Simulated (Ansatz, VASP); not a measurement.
## CdSe: VASP beside Ansatz

The input POSCAR:

```
CdSe
1.0
    4.5134249099      0.0000000000      0.0000000000
   -2.2567124550      3.9087406301      0.0000000000
    0.0000000000      0.0000000000      7.3659600000
Cd Se
2 2
Direct
    0.6666666667      0.3333333333      0.0000000000
    0.3333333333      0.6666666667      0.5000000000
    0.6666666667      0.3333333333      0.3750000000
    0.3333333333      0.6666666667      0.8750000000
```

INCAR.step1

```
PREC = Accurate
ENCUT = 520
ISMEAR = 0
SIGMA = 0.05
LREAL = False
LASPH = True
NELM = 60
NBANDS = 26
GGA = PE
ALGO = Normal
EDIFF = 1E-4
LWAVE = True
LCHARG = False
```

INCAR.step2

```
PREC = Accurate
ENCUT = 520
EDIFF = 1E-7
ISMEAR = 0
SIGMA = 0.05
LREAL = False
LASPH = True
NELM = 60
ALGO = Normal
ISIF = 2
LWAVE = False
LCHARG = False
METAGGA = R2SCAN
LMIXTAU = True
NBANDS = 26
ISTART = 1
```

KPOINTS

```
regular mesh
0
Gamma
  6 6 4
```

Input for Ansatz:

```yaml
crystal:
  lattice:
    - [4.5134249099, 0.0, 0.0]
    - [-2.256712455, 3.9087406301, 0.0]
    - [0.0, 0.0, 7.36596]
  atoms:
    - { symbol: Cd, position: [0.6666666667, 0.3333333333, 0.0] }
    - { symbol: Cd, position: [0.3333333333, 0.6666666667, 0.5] }
    - { symbol: Se, position: [0.6666666667, 0.3333333333, 0.375] }
    - { symbol: Se, position: [0.3333333333, 0.6666666667, 0.875] }
basis:
  ecutwfc: 500
kpoints:
  mp_grid: { grid: [6, 6, 4] }
hamiltonian:
  xc: r2scan
scf:
  occupations: { method: gaussian, width: 0.05 }
output:
  forces: true
  stress: true
  eigenvalues: true
```

Change from the starting cell: strain +0.050 along x and y, +0.050 along z, atoms carried along.

Alike in both runs: task single point; functional r2SCAN; k mesh 6 × 6 × 4; occupations gaussian, width 0.05 eV; no spin polarisation.

|  | VASP | Ansatz |
| --- | --- | --- |
| version | VASP 6.6.1 | Ansatz 0.2.0 |
| potentials or method | VASP PAW PBE potentials, release 64 (Cd, Se) | scalar-relativistic, plane waves, PAW |
| plane-wave cutoff (eV) | 520 | 500 |
| valence electrons in the cell | 36 | 72 |

Ansatz gave:

| Quantity | Value |
| --- | --- |
| gap on the k mesh at the Fermi level (eV) | 0.82 |
| least direct gap on the mesh (eV) | 0.82 |
| pressure (GPa) | -4.6 |
| rms of the force components (eV/Å) | 0.014 |

Q: Estimate VASP's values.

A: gap on the k mesh at the Fermi level (eV): 0.80; least direct gap on the mesh (eV): 0.80; pressure (GPa): -4.5; rms of the force components (eV/Å): 0.014.

Atom by atom the forces differ by 0.000 eV/Å (rms over components). The two sets of potentials don't hold the same shells in valence.

Caveats: the PAW data sets were made with another functional, which shifts forces and pressure a little (VASP).
